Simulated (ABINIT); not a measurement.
Runs of ABINIT 10.8.3 (patched build) on LiCl. The structure is cubic, space group Fm-3m (No. 225). The conventional cell has a = 5.130 Å, b = 5.130 Å, c = 5.130 Å, α = 90.00°, β = 90.00°, γ = 90.00°. Cl (site symmetry m-3m) has 6 Li at 2.56 Å as nearest neighbours. Li (site symmetry m-3m) is surrounded by 6 Cl at 2.56 Å. 

```csv
task,level,potentials or basis,k mesh,cutoff (eV),smearing,most SCF steps,fine-grid cutoff,gap on the mesh (eV),V0 of scaled cells (Å³/atom),B0 (GPa)
single point,PBEsol,PseudoDojo NC SR PBEsol v0.4.1 standard,9 × 9 × 9,1007,fermi-dirac 0.05 eV,-,-,6.13,-,-
single point,HSE06,SG15 NC PBE v1.2,6 × 6 × 6,707,fixed,60,-,7.60,-,-
equation of state,PBEsol,PseudoDojo NC SR PBEsol v0.4.1 standard,9 × 9 × 9,1007,fermi-dirac 0.05 eV,-,-,-,16.23,35
single point,PBEsol,SG15 NC PBE v1.2,6 × 6 × 6,707,fixed,-,-,6.10,-,-
single point,PBE0,SG15 NC PBE v1.2,6 × 6 × 6,707,fixed,60,-,8.41,-,-
band structure,TB-mBJ,JTH PAW LDA v2.0,9 × 9 × 9,816,fermi-dirac 0.05 eV,-,1414.99 eV,(b),-,-
equation of state,r2SCAN,JTH PAW PBE v2.0,9 × 9 × 9,816,fermi-dirac 0.05 eV,-,1414.99 eV,-,(a),36
```

Alike in all rows: no spin polarisation; cell as given.

Problem. Estimate the missing entries.

Solution. (a) 16.76; (b) 8.77.

Caveats: the potentials were made for another functional, which shifts forces and pressure (some runs); pressures at fixed basis lie under the slope of the energies (some runs); the PAW data sets were made with another functional, which shifts forces and pressure a little (some runs); an odd mesh through Γ misses points on the zone boundary, where band edges often lie (some runs); Libxc's HSE differs a little from that of other programs (some runs); the constant c of TB-mBJ comes from the pseudo density here, which moves gaps by up to 0.3 eV between sets of potentials (some runs).

Runs at the PBE level aren't shown here.
